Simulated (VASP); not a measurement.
CdSe:

```
CELL_PARAMETERS angstrom
0.00000 3.04621 3.04621
3.04621 0.00000 3.04621
3.04621 3.04621 0.00000
ATOMIC_POSITIONS crystal
Cd 0.00000 0.00000 0.00000
Se 0.75000 0.75000 0.75000
```

Measurements of this composition are mostly on another form, of space group No. 186.

Base run:

- Program: VASP 6.6.1
- Functional: PBE0
- Potentials or basis: VASP PAW PBE potentials, release 64 (Cd, Se)
- Cutoff: 520 eV
- k mesh: 6 × 6 × 6
- Occupations: gaussian, width 0.03 eV
- Spin: no spin polarisation

Its results: band gap on the k mesh 2.15 eV, direct; pressure 1.4 GPa.

Problem. The run is repeated on the same cell with these changes: functional from PBE0 to PBE. What comes out?

Solution. Band gap on the k mesh 0.60 eV, direct; pressure 2.9 GPa.

PBE0 gives the wider gap, since exact exchange removes part of the self-interaction.

Caveats: the PAW data sets were made with another functional, which shifts forces and pressure a little (some runs).
